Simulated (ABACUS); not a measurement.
GaSb: equation of state with rPW86PBE

GaSb:

```
Sb Ga
1.0
     0.00000    3.05900    3.05900
     3.05900    0.00000    3.05900
     3.05900    3.05900    0.00000
Sb Ga
1 1
Direct
  0.75000 0.75000 0.75000
  0.00000 0.00000 0.00000
```

```
Program             : ABACUS 3.10.1
Task                : equation of state
Functional          : rPW86PBE
Potentials or basis : GBRV ultrasoft 1.5 PBE
Cutoff              : 544 eV
Density cutoff      : 4354 eV
Basis               : plane waves
k mesh              : 6 × 6 × 6
Occupations         : fermi-dirac, width 0.05 eV
Spin                : no spin polarisation
```

```json
{
  "Equilibrium volume": "31.49 Å³/atom (rough: see the caveat)",
  "Bulk modulus": "45 GPa (rough)"
}
```

Energy against volume, from the lowest point:
```
volume (Å³/atom)  energy (meV/atom)
          26.907             110.00
          28.052              55.67
          29.197              19.88
          30.342               0.00
```

All runs of the series together: 100 s on 4 threads of Intel(R) Xeon(R) Platinum 8488C (Sapphire Rapids), with other jobs on the host.

Caveat: the minimum lies outside the volumes run; the potentials were made for another functional, which shifts forces and pressure. Spin-orbit coupling is left out, which matters for the levels of Sb.
